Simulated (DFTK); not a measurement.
Runs of DFTK 0.8.2 on Ir. The structure is cubic, space group Fm-3m (No. 225). The conventional cell has a = 3.831 Å, b = 3.831 Å, c = 3.831 Å, α = 90.00°, β = 90.00°, γ = 90.00°. Ir (site symmetry m-3m) is surrounded by 12 Ir at 2.71 Å. 

```csv
task,level,potentials or basis,cell,k mesh,cutoff (eV),SCF solver,gap on the mesh (eV),pressure (GPa),V0 of scaled cells (Å³/atom),B0 (GPa)
band structure,PBEsol,SG15 1.2 (PBE),as given,12 × 12 × 12,952,-,none,-0.3,-,-
band structure,BJ06,"in-house norm-conserving set (r2SCAN, scalar relativistic)",as given,11 × 11 × 11,925,-,none,-,-,-
band structure,PBE,SG15 1.2 (PBE),as given,12 × 12 × 12,952,-,none,10.5,-,-
band structure,r2SCAN,"in-house norm-conserving set (r2SCAN, scalar relativistic)",as given,11 × 11 × 11,925,ScfAndersonSolver,none,4.9,-,-
equation of state,PBE,dojo.nc.sr.pbe.v0_4_1.standard.upf (PBE),as given,12 × 12 × 12,1088,-,-,-,(c),(b)
equation of state,RPBE,SG15 1.2 (PBE),as given,9 × 9 × 9,952,-,-,-,14.61,(a)
single point,PBE,dojo.nc.sr.pbe.v0_4_1.standard.upf (PBE),cell strained at random at fixed volume,12 × 12 × 12,1088,-,none,10.8,-,-
equation of state,PBEsol,SG15 1.2 (PBE),as given,9 × 9 × 9,952,-,-,-,14.04,390
```

Alike in all rows: no spin polarisation; smearing fermi-dirac 0.05 eV.

Q: Fill in the values left out.

A: (a) 335; (b) 351; (c) 14.45.

Caveats: the potentials were made for another functional, which shifts forces and pressure (some runs); spin-orbit coupling is left out, which moves the levels of the heavy elements (some runs); the program leaves the constant c of mgga_x_tb09 at 1, so the potential is Becke-Johnson's (BJ06) and not Tran and Blaha's, with levels but no total energy (some runs).

A k mesh can miss the band edges, and the runs leave out spin-orbit coupling on Ir.

A gap of «none» marks a metal or a gap under the smearing width.
